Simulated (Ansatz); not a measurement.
## SrO: a sublattice moved along a line

Method: DFT PBE, scalar-relativistic, plane waves, PAW (Ansatz 0.2.0). Cutoff 420 eV, Γ-centred 6×6×6 k-points, Gaussian smearing of 0.05 eV. No spin polarisation. Energies are free energies at this smearing, counted from the undisturbed cell; pressure is positive in compression.

The undisturbed cell (as given, not relaxed at this level; it stands at 0.9 GPa; this form isn't the usual structure):

```
Sr O
1.0
     4.27547    0.00000    0.00000
    -2.13773    3.70266    0.00000
     0.00000    0.00000    5.15559
Sr O
2 2
Direct
  0.33333 0.66667 0.93813
  0.66667 0.33333 0.43813
  0.33333 0.66667 0.43687
  0.66667 0.33333 0.93687
```

Every O atom is moved by x along the Cartesian unit vector (0.000, 1.000, 0.000); the cell and all other atoms stay fixed.

```csv
x (Å),ΔE (meV/cell),force along x on the moved atoms (eV/Å),pressure (GPa),gap on the mesh (eV)
-0.2000,194.9,2.02,2.0,2.68
-0.1000,?,0.96,?,2.66
0.0000,0.0,0.00,0.9,2.65
0.0500,11.8,-0.47,1.0,2.65
0.1500,107.9,-1.47,1.5,2.68
0.1750,147.9,-1.74,1.7,2.69
```

By symmetry 0.2000 repeats -0.2000, -0.1500 repeats 0.1500, 0.1000 repeats -0.1000, -0.0500 repeats 0.0500 in energy; the slope of the energy along the path changes sign there.

(1) Give the withheld values.

## Answers

(1) ΔE (meV/cell) at x (Å) = -0.1000: 47.4; pressure (GPa) at x (Å) = -0.1000: 1.2.

Cost: 6 runs of about 2.1 core-minutes in all, on Arm Neoverse N1 (shared hosts).